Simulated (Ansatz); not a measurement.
# TiAl3: how settings move the results

The task, for TiAl3: see how the k-point mesh moves the results.

Method: DFT r2SCAN, scalar-relativistic, plane waves, PAW, in Ansatz 0.2.0.

2 further runs of the same task are left out: 1 for a known fault of the program, 1 set aside as unsound or not needed. Runs told in other sessions of the task aren't counted.

**1. The structure to begin with**

The structure is orthorhombic, space group Pmm2 (No. 25). The conventional cell has a = 2.840 Å, b = 4.681 Å, c = 4.901 Å, α = 90.00°, β = 90.00°, γ = 90.00°. Around Ti (site symmetry mm2) lie 10 Al at 2.83 to 2.85 Å and 2 Ti at 2.84 Å. Al (site symmetry mm2) is surrounded by 4 Ti at 2.83 to 2.84 Å and 8 Al at 2.84 to 2.86 Å. Around Al (site symmetry mm2) lie 8 Al at 2.81 to 2.86 Å and 4 Ti at 2.85 Å. Al (site symmetry mm2) is surrounded by 10 Al at 2.81 to 2.86 Å and 2 Ti at 2.85 Å.

As a file:

```cif
data_structure
_symmetry_space_group_name_H-M 'P 1'
_symmetry_Int_Tables_number 1
_cell_length_a 2.8397
_cell_length_b 4.6813
_cell_length_c 4.9007
_cell_angle_alpha 90.000
_cell_angle_beta 90.000
_cell_angle_gamma 90.000
_cell_volume 65.15
loop_
_atom_site_label
_atom_site_type_symbol
_atom_site_fract_x
_atom_site_fract_y
_atom_site_fract_z
_atom_site_occupancy
Ti1 Ti 0.00000 0.50000 0.16592 1
Al1 Al 0.50000 0.50000 0.66727 1
Al2 Al 0.50000 0.00000 0.33091 1
Al3 Al 0.00000 0.00000 0.83590 1
```

The structure comes from the Materials Project (structure only); it is used as listed.

**2. The base input**

Contents of input.yaml:

```yaml
crystal:
  lattice:
    - [2.839677, 0.0, 0.0]
    - [0.0, 4.681264, 0.0]
    - [0.0, 0.0, 4.900742]
  atoms:
    - { symbol: Ti, position: [0.0, 0.5, 0.165916] }
    - { symbol: Al, position: [0.5, 0.5, 0.667271] }
    - { symbol: Al, position: [0.5, 0.0, 0.330912] }
    - { symbol: Al, position: [0.0, 0.0, 0.8359] }
basis:
  ecutwfc: 500
kpoints:
  mp_grid: { grid: [14, 10, 10] }
hamiltonian:
  xc: r2scan
scf:
  occupations: { method: gaussian, width: 0.1 }
output:
  forces: true
  stress: true
  eigenvalues: true
  populations: true
  write_density: true
  write_potential: true
  elf: true
  volumetric_format: npy
```

Its results, from an earlier run: -1031.6594 eV/atom at zero smearing, pressure -2.17 GPa, largest force 0.040 eV/Å, no gap on the mesh, in 7 SCF cycles and 21 s.

**3. K-point mesh: 1×1×1**

Contents of input.yaml:

```yaml
crystal:
  lattice:
    - [2.839677, 0.0, 0.0]
    - [0.0, 4.681264, 0.0]
    - [0.0, 0.0, 4.900742]
  atoms:
    - { symbol: Ti, position: [0.0, 0.5, 0.165916] }
    - { symbol: Al, position: [0.5, 0.5, 0.667271] }
    - { symbol: Al, position: [0.5, 0.0, 0.330912] }
    - { symbol: Al, position: [0.0, 0.0, 0.8359] }
basis:
  ecutwfc: 500
kpoints:
  mp_grid: { grid: [1, 1, 1] }
hamiltonian:
  xc: r2scan
scf:
  occupations: { method: gaussian, width: 0.1 }
output:
  forces: true
  stress: true
  eigenvalues: true
```

Run with:

```bash
> ansatz run input.yaml --threads 1 --pin off --max-ram 2560MiB --backend cpu --events-out ev --progress --plain --runs-dir out
```

**4. K-point mesh set to 2×2×2**

input.yaml, as its differences from that of step 3:

```diff
@@ -13,3 +13,3 @@
 kpoints:
-  mp_grid: { grid: [1, 1, 1] }
+  mp_grid: { grid: [2, 2, 2] }
 hamiltonian:
```

**5. K-point mesh: 4×2×2**

input.yaml, as its differences from that of step 4:

```diff
@@ -13,3 +13,3 @@
 kpoints:
-  mp_grid: { grid: [2, 2, 2] }
+  mp_grid: { grid: [4, 2, 2] }
 hamiltonian:
```

**6. K-point mesh: 6×4×4**

input.yaml, as its differences from that of step 5:

```diff
@@ -13,3 +13,3 @@
 kpoints:
-  mp_grid: { grid: [4, 2, 2] }
+  mp_grid: { grid: [6, 4, 4] }
 hamiltonian:
```

**7. K-point mesh set to 8×6×6**

input.yaml, as its differences from that of step 6:

```diff
@@ -13,3 +13,3 @@
 kpoints:
-  mp_grid: { grid: [6, 4, 4] }
+  mp_grid: { grid: [8, 6, 6] }
 hamiltonian:
```

**8. K-point mesh set to 12×8×8**

input.yaml, as its differences from that of step 7:

```diff
@@ -13,3 +13,3 @@
 kpoints:
-  mp_grid: { grid: [8, 6, 6] }
+  mp_grid: { grid: [12, 8, 8] }
 hamiltonian:
```

**9. K-point mesh: 14×8×8**

input.yaml, as its differences from that of step 8:

```diff
@@ -13,3 +13,3 @@
 kpoints:
-  mp_grid: { grid: [12, 8, 8] }
+  mp_grid: { grid: [14, 8, 8] }
 hamiltonian:
```

**10. K-point mesh: 16×10×10**

input.yaml, as its differences from that of step 9:

```diff
@@ -13,3 +13,3 @@
 kpoints:
-  mp_grid: { grid: [14, 8, 8] }
+  mp_grid: { grid: [16, 10, 10] }
 hamiltonian:
```

**11. K-point mesh set to 18×12×12**

input.yaml, as its differences from that of step 10:

```diff
@@ -13,3 +13,3 @@
 kpoints:
-  mp_grid: { grid: [16, 10, 10] }
+  mp_grid: { grid: [18, 12, 12] }
 hamiltonian:
```

**12. K-point mesh: 22×14×12**

input.yaml, as its differences from that of step 11:

```diff
@@ -13,3 +13,3 @@
 kpoints:
-  mp_grid: { grid: [18, 12, 12] }
+  mp_grid: { grid: [22, 14, 12] }
 hamiltonian:
```

**13. K-point mesh set to 24×16×14**

input.yaml, as its differences from that of step 12:

```diff
@@ -13,3 +13,3 @@
 kpoints:
-  mp_grid: { grid: [22, 14, 12] }
+  mp_grid: { grid: [24, 16, 14] }
 hamiltonian:
```

(Steps that only read results are left out.)

**Question.** What does this series show?

As calculated:

| quantity | value |
| --- | --- |
| k-point mesh: within 10 and 1 meV/atom of 24×16×14 from | 4×2×2 for 10; 14×8×8 for 1 |

What this shows: In the sweep of the k-point mesh, 14×8×8 already comes within 1 meV/atom of the reference, and so do all later runs, at about 0.23 of the reference's time. The reference is only the best run made, not a proven limit. The error changes sign along the series, since a k mesh isn't variational, and a metal needs dense meshes to resolve its Fermi surface. Forces stay within 0.01 eV/Å of the reference from 14×8×8 on.
